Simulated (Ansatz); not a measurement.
Crystal: BaTiO3.

```
Ba Ti O
1.0
    -0.09159    0.02278   -3.96240
     3.88088    4.13178    0.06850
     3.92317   -4.17407    0.11386
Ba Ti O
2 2 6
Direct
  0.99749 0.00015 0.00043
  0.99982 0.49875 0.50109
  0.50075 0.49906 0.99785
  0.50366 0.99877 0.49738
  0.99896 0.49878 0.99824
  0.00194 0.99976 0.50212
  0.49413 0.25153 0.25251
  0.49937 0.75231 0.74826
  0.50326 0.25086 0.74969
  0.50062 0.75003 0.25243
```

- Program: Ansatz 0.2.0
- Task: relaxation of cell and atoms
- Functional: BLYP
- Dispersion: D3(BJ)
- Potentials or basis: Ansatz PAW
- Cutoff: 420 eV (not typed: the program's choice for these potentials)
- k mesh: 7 × 5 × 5
- Occupations: fermi-dirac, width 0.05 eV
- Spin: no spin polarisation

At the start: volume 12.83 Å³/atom.

**Question.** How do energy, volume and symmetry change on relaxing?

**Answer.** It ends after 11 steps and the volume is 13.06 Å³/atom (+1.8 %); space group R3m (No. 160, to 0.05 Å).

Step by step:
| step | energy change (eV) | largest force (eV/Å) | volume (Å³) |
| --- | --- | --- | --- |
| 1 | 0.0000 | 0.2725 | 128.34 |
| 2 | -0.1484 | 0.1888 | 128.41 |
| 3 | -0.3149 | 0.3698 | 128.97 |
| 4 | -0.3356 | 0.0742 | 130.65 |
| 5 | -0.3374 | 0.0066 | 130.49 |
| 6 | -0.3558 | 0.0071 | 130.49 |
| 7 | -0.3565 | 0.0089 | 130.70 |
| 8 | -0.3568 | 0.0008 | 130.64 |
| 9 | -0.3577 | 0.0009 | 130.64 |
| 10 | -0.3578 | 0.0004 | 130.64 |
| 11 | -0.3577 | 0.0005 | 130.64 |

Final structure:
```yaml
crystal:
  lattice:
    - [-0.00660, 0.00659, -4.02667]
    - [4.01896, 4.02316, -0.00057]
    - [4.03235, -4.03600, 0.01277]
  atoms:
    - { symbol: Ba, position: [0.00704, 0.00014, 0.99289] }
    - { symbol: Ba, position: [0.00704, 0.50014, 0.49289] }
    - { symbol: Ti, position: [0.51937, 0.50030, 0.98048] }
    - { symbol: Ti, position: [0.51937, 0.00030, 0.48049] }
    - { symbol: O, position: [0.98620, 0.49994, 0.00637] }
    - { symbol: O, position: [0.98620, 0.99994, 0.50637] }
    - { symbol: O, position: [0.49376, 0.24602, 0.26018] }
    - { symbol: O, position: [0.49377, 0.74602, 0.76018] }
    - { symbol: O, position: [0.49362, 0.25360, 0.76007] }
    - { symbol: O, position: [0.49362, 0.75360, 0.26007] }
```

Caveat: the plane-wave basis is chosen anew once the cell has moved, so the energies of steps on either side of that aren't comparable; the pressure holds a Pulay correction of +0.6 GPa for the finite cutoff; the PAW data sets come from PBE, with cores solved anew for the run's functional, which leaves a small shift of forces and pressure.
